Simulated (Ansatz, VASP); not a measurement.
# One calculation of IrO, two programs

The input POSCAR:

```
IrO
1.0
    0.0000000000      2.4989480711      2.4989480711
    2.4989480711      0.0000000000      2.4989480711
    2.4989480711      2.4989480711      0.0000000000
Ir O
1 1
Direct
    0.0000000000      0.0000000000      0.0000000000
    0.2500000000      0.2500000000      0.2500000000
```

The input INCAR.step1:

```
  PREC = Accurate
  ENCUT = 520
  ISMEAR = 0
  SIGMA = 0.1
  LREAL = False
  LASPH = True
  NELM = 60
  NBANDS = 14
  GGA = PE
  ALGO = Normal
  EDIFF = 1E-4
  LWAVE = True
  LCHARG = False
```

INCAR.step2

```
  PREC = Accurate
  ENCUT = 520
  EDIFF = 1E-6
  ISMEAR = 0
  SIGMA = 0.1
  LREAL = False
  LASPH = True
  NELM = 60
  ALGO = Normal
  ISIF = 2
  LWAVE = False
  LCHARG = False
  METAGGA = R2SCAN
  LMIXTAU = True
  NBANDS = 14
  ISTART = 1
```

File KPOINTS:

```
Automatic mesh
0
Gamma
  16 16 16
```

Input for Ansatz:

```yaml
crystal:
  lattice:
    - [0.0, 2.4989480711, 2.4989480711]
    - [2.4989480711, 0.0, 2.4989480711]
    - [2.4989480711, 2.4989480711, 0.0]
  atoms:
    - { symbol: Ir, position: [0.0, 0.0, 0.0] }
    - { symbol: O, position: [0.25, 0.25, 0.25] }
basis:
  ecutwfc: 500
kpoints:
  mp_grid: { grid: [16, 16, 16] }
hamiltonian:
  xc: r2scan
scf:
  occupations: { method: gaussian, width: 0.1 }
output:
  forces: true
  stress: true
  eigenvalues: true
```

Alike in both runs: task single point; functional r2SCAN; k mesh 16 × 16 × 16; occupations gaussian, width 0.1 eV; no spin polarisation.

|  | VASP | Ansatz |
| --- | --- | --- |
| version | VASP 6.6.1 | Ansatz 0.2.0 |
| potentials or method | VASP PAW PBE potentials, release 64 (Ir, O) | scalar-relativistic, plane waves, PAW |
| plane-wave cutoff (eV) | 520 | 500 |
| valence electrons in the cell | 15 | 23 |

```tsv
	VASP	Ansatz	Ansatz less VASP
gap on the k mesh at the Fermi level (eV)	none	none	-
pressure (GPa)	-21.3	-22.1	-0.81
```

A gap of «none» marks a metal or a gap that the smearing closes. The functional is the same, so the differences come from potentials, cutoffs and numerics. The two sets of potentials don't hold the same shells in valence.

Caveats: so large a pressure means that the cell lies far from this level's equilibrium, or that cutoff or potentials fall short (VASP); the potentials were made for another functional, which shifts forces and pressure (VASP); an odd number of electrons without spin polarisation forces a metal; a magnetic or distorted state may lie lower. The runs have no spin-orbit coupling, so splittings on Ir are missing.
